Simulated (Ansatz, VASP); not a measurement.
# One calculation of Mg3Te, two programs

```
Mg Te
1.0
    -2.13936    2.13936    5.28249
     2.13936   -2.13936    5.28249
     2.13936    2.13936   -5.28249
Mg Te
3 1
Direct
  0.50000 0.50000 0.00000
  0.75000 0.25000 0.50000
  0.25000 0.75000 0.50000
  0.00000 0.00000 0.00000
```

Alike in both runs: task single point; functional PBE; k mesh 14 × 14 × 14; occupations gaussian, width 0.1 eV; no spin polarisation.

```csv
,VASP,Ansatz
version,VASP 6.6.1,Ansatz 0.2.0
potentials or method,"VASP PAW PBE potentials, release 64 (Mg, Te)","scalar-relativistic, plane waves, PAW"
plane-wave cutoff (eV),520,420
valence electrons in the cell,12,46
```

|  | VASP | Ansatz | Ansatz less VASP |
| --- | --- | --- | --- |
| gap on the k mesh at the Fermi level (eV) | none | none | - |
| pressure (GPa) | 0.0 | 0.1 | +0.10 |

A gap of «none» marks a metal or a gap that the smearing closes. The functional is the same, so the differences come from potentials, cutoffs and numerics. The two sets of potentials don't hold the same shells in valence.

Spin-orbit coupling is left out, which matters for the levels of Te.
